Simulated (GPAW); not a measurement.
Set up this calculation in GPAW 26.7.0, as an ASE script.

| Item | Value |
| --- | --- |
| Task | equation of state |
| Functional | BLYP |
| Dispersion | D3(BJ) |
| Potentials or basis | PAW data sets generated in the run's folder for this functional |
| Cutoff | 600 eV |
| Basis | pw |
| k mesh | 6 × 6 × 6 |
| Occupations | fermi-dirac, width 0.05 eV |
| Spin | no spin polarisation |
| Eigensolver | davidson |
| Maxiter | 150 |
| Eos scales | [0.94, 0.96, 0.98, 1.0, 1.02, 1.04, 1.06] |

The system is SnTe.

```
Te Sn
1.0
     0.00000    3.15085    3.15085
     3.15085    0.00000    3.15085
     3.15085    3.15085    0.00000
Te Sn
1 1
Direct
  0.50000 0.50000 0.50000
  0.00000 0.00000 0.00000
```

One way to write it, as run:

run.py

```python
from ase.calculators.mixing import SumCalculator
from ase.eos import EquationOfState
from ase.io import Trajectory
from ase.spacegroup import crystal
from ase.units import GPa
from dftd3.ase import DFTD3
from gpaw import GPAW, PW, setup_paths

setup_paths.insert(0, '.')

# Te 4b
# Sn 4a
atoms = crystal(['Te', 'Sn'],
                basis=[[0.5, 0.0, 0.0],
                       [0.0, 0.0, 0.0]],
                spacegroup=225, setting=1,  # Fm-3m
                cellpar=[6.3017, 6.3017, 6.3017, 90.0, 90.0, 90.0],
                primitive_cell=True)

traj = Trajectory('eos.traj', 'w')
volumes, energies = [], []
for x in [0.94, 0.96, 0.98, 1.0, 1.02, 1.04, 1.06]:
    a = atoms.copy()
    a.set_cell(atoms.cell * x**(1 / 3), scale_atoms=True)
    calc = GPAW(mode=PW(600),
                xc='BLYP',
                kpts={'size': (6, 6, 6), 'gamma': True},
                occupations={'name': 'fermi-dirac', 'width': 0.05},
                nbands=19,
                convergence={'density': 1e-05, 'energy': 1e-05},
                eigensolver='davidson',
                maxiter=150,
                txt=f'eos-{x:.2f}.txt')
    a.calc = SumCalculator([calc, DFTD3(method='blyp', damping='d3bj')])
    energies.append(a.get_potential_energy())
    volumes.append(a.get_volume())
    p = -a.get_stress()[:3].mean() / GPa
    calc.write(f'eos-{x:.2f}.gpw')
    traj.write(a)
    print(f'{x:.2f} {volumes[-1]:10.4f} A^3 {energies[-1]:14.6f} eV {p:9.3f} GPa', flush=True)

v0, e0, B = EquationOfState(volumes, energies, eos='birchmurnaghan').fit()
print(f'V0 = {v0:.4f} A^3, E0 = {e0:.6f} eV, B0 = {B / GPa:.2f} GPa')
```

Potentials or basis: PAW data sets generated in the run's folder for this functional, pw.

Command:

```bash
$ gpaw-setup -f BLYP Sn Te
$ OMP_NUM_THREADS=1 python run.py
```

Results of the run:

```json
{
  "Equilibrium volume": "31.88 Å³/atom",
  "Bulk modulus": "42 GPa",
  "Pressure derivative of the bulk modulus": "5.5 (rough: it moves with the points fitted)"
}
```

It took 39 s on 1 thread of AMD EPYC 9R45 96-Core Processor (Zen 5), with other jobs on the host, peak memory 0.28 GiB.
